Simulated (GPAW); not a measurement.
# MoS2 (P6_3/mmc) in GPAW: band structure with PBE

Aim: the band structure of MoS2 with PBE.

All numbers are computed with GPAW 26.7.0; they aren't measurements. Logs are shortened: lines on timing, memory, paths and dates and some standing lists are left out, and cuts for length are marked. The log counts tension as positive stress, the text compression.

**Experimental background.**

“Multiwavelength excitation Raman Scattering Analysis of bulk and 2 dimensional MoS2: Vibrational properties of atomically thin MoS2 layers”, 2015, arxiv:1506.03228 reports, for a bulk crystal of MoS2 at 300 K: band gap 1.3 eV (indirect).

The runs below are set against these values where they give the same quantity.

### Step 1. Starting point

It takes space group P6_3/mmc (No. 194, hexagonal). Conventional cell: a = 3.169 Å, b = 3.169 Å, c = 12.324 Å, α = 90.00°, β = 90.00°, γ = 120.00°. Mo (site symmetry -6m2) is surrounded by 6 S at 2.41 Å. S (site symmetry 3m) is surrounded by 3 Mo at 2.41 Å.

### Step 2. Band structure, PBE, spin-orbit coupling, no magnetisation

The input, run.py:

```python
import numpy as np
from ase.dft.bandgap import bandgap
from ase.io import read, write
from ase.units import GPa
from gpaw import GPAW, PW
from gpaw.spinorbit import soc_eigenstates

atoms = read('MoS2.xyz')

calc = GPAW(mode=PW(600),
            xc='PBE',
            kpts={'size': (6, 6, 2), 'gamma': True},
            occupations={'name': 'fermi-dirac', 'width': 0.05},
            nbands=46,
            convergence={'density': 1e-05, 'energy': 1e-05},
            maxiter=150,
            txt='gpaw.txt')
atoms.calc = calc
energy = atoms.get_potential_energy()
forces = atoms.get_forces()
stress = atoms.get_stress()
calc.write('gs.gpw')
write('result.traj', atoms)
print(f'Energy: {energy:.6f} eV')
print('Forces (eV/A):')
print(forces.round(4))
print('Stress (GPa):', (stress / GPa).round(3))
print('Fermi level:', round(calc.get_fermi_level(), 4), 'eV')
print(f'Gap: {bandgap(calc)[0]:.4f} eV, direct: {bandgap(calc, direct=True)[0]:.4f} eV')

path = atoms.cell.bandpath('GMKGALHA,LM,KH', npoints=60, eps=1e-4)
bs_calc = calc.fixed_density(kpts=path, symmetry='off', nbands=69,
                             convergence={'bands': 'CBM+6.0', 'eigenstates': 1e-6}, txt='bands.txt')
bs = bs_calc.band_structure()
bs.write('bs.json')
print(f'Gap on the path: {bandgap(bs_calc)[0]:.4f} eV')

soc = soc_eigenstates(bs_calc, theta=90, phi=0)
np.savetxt('soc_bands.dat', soc.eigenvalues(), fmt='%.4f')
mesh = soc_eigenstates('gs.gpw', theta=90, phi=0)
np.savetxt('soc_mesh.dat', mesh.eigenvalues(), fmt='%.4f')
print('Fermi level with spin-orbit coupling:', round(mesh.fermi_level, 4), 'eV')
```

The input, MoS2.xyz:

```xyz
6
Lattice="3.1690000000 0.0000000000 0.0000000000 -1.5845000000 2.7444345046 0.0000000000 0.0000000000 0.0000000000 12.3240000000" Properties=species:S:1:pos:R:3 pbc="T T T"
Mo     1.5845000002      0.9148115014      9.2430000000
Mo    -0.0000000002      1.8296230032      3.0810000000
S      1.5845000002      0.9148115014      4.6461480000
S     -0.0000000002      1.8296230032     10.8081480000
S      1.5845000002      0.9148115014      1.5158520000
S     -0.0000000002      1.8296230032      7.6778520000
```

Potentials or basis: GPAW PAW data sets (gpaw-data 1.2.1), pw.

Launch:

```sh
$ OMP_NUM_THREADS=1 python run.py
```

gpaw.txt:

```text
__  _  _
 | _ |_)|_||  |
 |__||  | ||/\| - 26.7.0

Input parameters:
  mode=PW(ecut=600.0),
  convergence={'density': 1e-05, 'energy': 1e-05},
  kpts=MonkhorstPack(size=(6, 6, 2), gamma=True),
  maxiter=150,
  nbands=46,
  occupations=Occupations(name='fermi-dirac', width=0.05),
  xc=XC(name='PBE')

Diagonalizing LCAO Hamiltonian
Converting LCAO to pw mode

        S

           Mo
        S

           S
        Mo

           S

Atoms  # Å, Bohr magnetons
|   | symbol |         x |        y |         z |    initial magnetic moments |
|---|--------|-----------|----------|-----------|-----------------------------|
| 0 |     Mo |  1.584500 | 0.914812 |  9.243000 | ( 0.0000,  0.0000,  0.0000) |
| 1 |     Mo | -0.000000 | 1.829623 |  3.081000 | ( 0.0000,  0.0000,  0.0000) |
| 2 |      S |  1.584500 | 0.914812 |  4.646148 | ( 0.0000,  0.0000,  0.0000) |
| 3 |      S | -0.000000 | 1.829623 | 10.808148 | ( 0.0000,  0.0000,  0.0000) |
| 4 |      S |  1.584500 | 0.914812 |  1.515852 | ( 0.0000,  0.0000,  0.0000) |
| 5 |      S | -0.000000 | 1.829623 |  7.677852 | ( 0.0000,  0.0000,  0.0000) |

Unit cell  # Å
| periodic |         x |        y |         z |   lengths |     angles |
|----------|-----------|----------|-----------|-----------|------------|
|      yes |  3.169000 | 0.000000 |  0.000000 |  3.169000 |  90.000000 |
|      yes | -1.584500 | 2.744435 |  0.000000 |  3.169000 |  90.000000 |
|      yes |  0.000000 | 0.000000 | 12.324000 | 12.324000 | 120.000000 |

Number of symmetries: 12
Symmetry operations  # r_c * U_cc + t_c -> r_c
|    | kind |            matrix            |
|----|------|------------------------------|
|  0 |  σ   |  1, 1, 0,  0,-1, 0,  0, 0, 1 |
|  1 |  S6  |  1, 1, 0, -1, 0, 0,  0, 0,-1 |
|  2 |  E   |  1, 0, 0,  0, 1, 0,  0, 0, 1 |
|  3 |  C2  |  1, 0, 0, -1,-1, 0,  0, 0,-1 |
|  4 |  C2  |  0, 1, 0,  1, 0, 0,  0, 0,-1 |
|  5 |  C3  |  0, 1, 0, -1,-1, 0,  0, 0, 1 |
|  6 |  S6  |  0,-1, 0,  1, 1, 0,  0, 0,-1 |
|  7 |  σ   |  0,-1, 0, -1, 0, 0,  0, 0, 1 |
|  8 |  σ   | -1, 0, 0,  1, 1, 0,  0, 0, 1 |
|  9 |  i   | -1, 0, 0,  0,-1, 0,  0, 0,-1 |
| 10 |  C3  | -1,-1, 0,  1, 0, 0,  0, 0, 1 |
| 11 |  C2  | -1,-1, 0,  0, 1, 0,  0, 0,-1 |

BZ-sampling:
  Number of BZ points: 72
  Number of IBZ points: 14

  Monkhorst-Pack size: [6, 6, 2]
  Monkhorst-Pack shift: [0.08333333333333333, 0.08333333333333333, 0.25]

K-points  # in reciprocal-cell coordinates
|     |                                coordinates |     weight |
|-----|--------------------------------------------|------------|
|   0 | (  0.00000000,   0.00000000,   0.00000000) | 0.01388889 |
|   1 | (  0.00000000,   0.00000000,   0.50000000) | 0.01388889 |
|   2 | (  0.16666667,   0.00000000,   0.00000000) | 0.08333333 |
|   3 | (  0.16666667,   0.00000000,   0.50000000) | 0.08333333 |
|   4 | (  0.33333333,  -0.16666667,   0.00000000) | 0.08333333 |
|   5 | (  0.33333333,  -0.16666667,   0.50000000) | 0.08333333 |
|   6 | (  0.33333333,   0.00000000,   0.00000000) | 0.08333333 |
|   7 | (  0.33333333,   0.00000000,   0.50000000) | 0.08333333 |
|   8 | (  0.33333333,   0.33333333,   0.00000000) | 0.02777778 |
|   9 | (  0.33333333,   0.33333333,   0.50000000) | 0.02777778 |
| ... |                                            |            |
|  13 | (  0.50000000,   0.50000000,   0.50000000) | 0.04166667 |

Plane wave coefficients: 3614
Cutoff: 600.0 eV

Spin-components: 1 (collinear spins)
Bands:           46
Projectors:      32
Spin-degeneracy: 2
Datatype:        complex128

Parallelization:
  kpt:    1
  domain: 1
  band:   1

Density:
  Valence electrons: 52.0
  Components: 1
  Grid points: [18 18 70]
  Charge: 0.0  # |e|

Potential:
  Grid points: [18 18 70]

species:
  Mo:
    name:    Molybdenum
    Z:       42.0
    valence: 14
    core:    28
    charge:  0.0  # [|e|]
    compensation charges:
      type: gauss
      rc: 0.38  # [Å]
      lmax: 2
    cutoffs:
      filter: 2.16  # [Å]
      core: 1.42  # [Å]
    projectors
    | kind |    occ | energy [eV] | rcut [Å] |
    |------|--------|-------------|----------|
    |   4s |  2.000 |     -64.307 |    1.238 |
    |   5s |  1.000 |      -4.084 |    1.238 |
    |   4p |  6.000 |     -38.491 |    1.296 |
    |   5p |  0.000 |      -1.044 |    1.296 |
    |   4d |  5.000 |      -3.754 |    1.296 |
    |    d |        |      23.458 |    1.296 |

    Using partial waves for Mo as LCAO basis

  S:
    name:    Sulfur
    Z:       16.0
    valence: 6
    core:    10
    charge:  0.0  # [|e|]
    compensation charges:
      type: gauss
      rc: 0.24  # [Å]
      lmax: 2
    cutoffs:
      filter: 1.77  # [Å]
      core: 1.66  # [Å]
    projectors
    | kind |    occ | energy [eV] | rcut [Å] |
    |------|--------|-------------|----------|
    |   3s |  2.000 |     -17.254 |    0.974 |
    |   3p |  4.000 |      -7.008 |    0.979 |
    |    s |        |       9.957 |    0.974 |
    |    p |        |      20.203 |    0.979 |
    |    d |        |       0.000 |    0.900 |

    Using partial waves for S as LCAO basis

Reference energy: -263698.624853  # eV

eigensolver:
  PPCG
  Converge bands: occupied
  niter=2

density mixing:
  MSR1-Mixer
  Pratt-step length: 0.05
  Maximum mixing coefficient: 0.75
  Old densities: 10
  SVD Regularization: 0.005
  Good broyden scale: 1.0
  Trust region scale: 1.0
  Backstep threshold: 4.0
  History deletion threshold: 6.0
  Fourier metric: weight=20.0, sigma=0.015

occupation numbers:
  Fermi-Dirac:
    width: 0.0500  # eV

poisson solver:
  ecut: 4800.0  # eV

xc functional:
  name: PBE with 2 nearest neighbor stencil

convergence criteria:
- Maximum integral of absolute [dens]ity change: 1e-05 electrons / valence electron
- Maximum [total energy] change in last 3 cyles: 1e-05 eV / valence electron
- Maximum integral of absolute [eigenst]ate change: 4e-08 eV^2 / valence electron
maximum number of iterations: 150

SCF iterations
|iter     | |      energy | eigst |  dens |
|---------|-|-------------|-------|-------|
|iter:   1| |  -47.171545 | +0.57 |       |
|iter:   2| |  -46.323984 | -1.13 | -0.98 |
|iter:   3| |  -44.280008 | -1.13 | -1.05 |
|iter:   4| |  -44.164012 | -1.95 | -1.45 |
|iter:   5| |  -44.183741 | -2.52 | -1.77 |
|iter:   6| |  -44.195174 | -2.91 | -1.97 |
|iter:   7| |  -44.154447 | -3.12 | -2.03 |
|iter:   8| |  -44.154467 | -4.88 | -3.10 |
|iter:   9| |  -44.154477c| -5.92 | -3.51 |
|iter:  10| |  -44.154477c| -7.26 | -4.34 |
|iter:  11| |  -44.154477c| -7.73c| -4.79 |
|iter:  12| |  -44.154477c| -8.20c| -5.39c|

Converged in 12 steps
Energy contributions relative to reference atoms: (reference = -263698.624853)

Energy contributions:
  Kinetic:          -1.002725
  Coulomb:         -11.364303
  Zero:             -0.165613
  External:          0.000000
  Xc:              -31.621831
  Entropy:          -0.000010
  Spinorbit:         0.000000
  ----------------------------
  Free energy:     -44.154482
  Extrapolated:    -44.154477

dipole moment: (0.000001, 0.000002, 0.000007)  # |e|*Ang

Fermi level: 8.563
Eigenvalues  # (at kpt = [0.000, 0.000, 0.000])
| band index |      eig [eV] | occ [0-2] |
|------------|---------------|-----------|
|          0 |       -53.401 |     2.000 |
|        ... |               |           |
|         18 |         4.939 |     2.000 |
|         19 |         6.019 |     2.000 |
|         20 |         6.019 |     2.000 |
|         21 |         6.065 |     2.000 |
|         22 |         6.065 |     2.000 |
|         23 |         6.993 |     2.000 |
[... 8 lines left out ...]
|         32 |        10.601 |     0.000 |
|         33 |        10.601 |     0.000 |
|        ... |               |           |
|         45 |        20.560 |     0.000 |

Gap: 0.882 eV
Transition (v -> c):
  (s=0, k=0, n=25, [0.00, 0.00, 0.00]) -> (s=0, k=4, n=26, [0.33, -0.17, 0.00])
Direct/indirect transitions are different
Direct gap: 1.636 eV
Transition at: (s=0, k=8, n=25, [0.33, 0.33, 0.00])

Forces  # eV/Ang
|        x |        y |        z |
|----------|----------|----------|
|  0.00000 |  0.00000 | -0.00007 |  # Mo   0
| -0.00000 |  0.00000 |  0.00007 |  # Mo   1
|  0.00000 | -0.00000 | -0.05275 |  # S    2
|  0.00000 |  0.00000 | -0.05258 |  # S    3
|  0.00000 | -0.00000 |  0.05258 |  # S    4
|  0.00000 |  0.00000 |  0.05275 |  # S    5

Stress tensor  # eV/Ang^3
|         x |         y |         z |
|-----------|-----------|-----------|
| -0.011135 | -0.000000 |  0.000000 |
| -0.000000 | -0.011135 | -0.000000 |
|  0.000000 | -0.000000 | -0.014052 |

# Writing to gs.gpw (mode='')
```

It took 3.6 min on 1 thread of Arm Neoverse V1, shared host; peak memory 0.62 GiB.

What came out:

```yaml
Free_energy: -44.1545 eV
Pressure: 1.9 GPa
Largest_force: 0.053 eV/Å
Band_gap_on_the_k_mesh: 0.88 eV, indirect (least direct gap 1.60 eV)
Band_gap_along_the_path: 0.87 eV, indirect (least direct gap 1.60 eV)
```

Forces in eV/Å, atoms in the order of the input:
```
Mo   0.000  0.000  0.000
Mo   0.000  0.000  0.000
S    0.000  0.000 -0.053
S    0.000  0.000 -0.053
S    0.000  0.000  0.053
S    0.000  0.000  0.053
```

Levels at the corners of the path, in eV from the valence-band top:
```
point  band 50  band 51  band 52  band 53  band 54  band 55
    Γ    -1.14     0.00     0.00     2.05     2.05     2.08
    M    -1.38    -1.26    -1.26     1.56     1.56     1.61
    K    -0.79    -0.57    -0.57     1.03     1.03     1.03
    Γ    -1.14     0.00     0.00     2.05     2.05     2.08
    A    -0.26    -0.26    -0.26     2.06     2.06     2.06
    L    -1.32    -1.32    -1.32     1.58     1.58     1.58
    H    -0.77    -0.62    -0.62     1.03     1.03     1.03
    A    -0.26    -0.26    -0.26     2.06     2.06     2.06
    L    -1.32    -1.32    -1.32     1.58     1.58     1.58
    M    -1.38    -1.26    -1.26     1.56     1.56     1.61
    K    -0.79    -0.57    -0.57     1.03     1.03     1.03
    H    -0.77    -0.62    -0.62     1.03     1.03     1.03
```

Caveat: the k mesh is coarse; spin-orbit coupling was added after a scalar SCF, so levels and gaps hold it while energy, forces, pressure and moments don't; this program's spin-orbit splittings come out too wide for heavy elements; this functional lacks dispersion, which binds the layers, so the pressure and a relaxed spacing across them are unreliable.

### Step 3. Comparison with measurements

Step 2. Against the measured gap of MoS2, 1.3 eV (indirect; 300 K; “Multiwavelength excitation Raman Scattering Analysis of bulk and 2 dimensional MoS2: Vibrational properties of atomically thin MoS2 layers”, 2015, arxiv:1506.03228), the calculated 0.87 eV is off by -0.43 eV. The value is that of PBE, without temperature or zero-point motion. Semilocal functionals fall short of measured gaps as a rule.
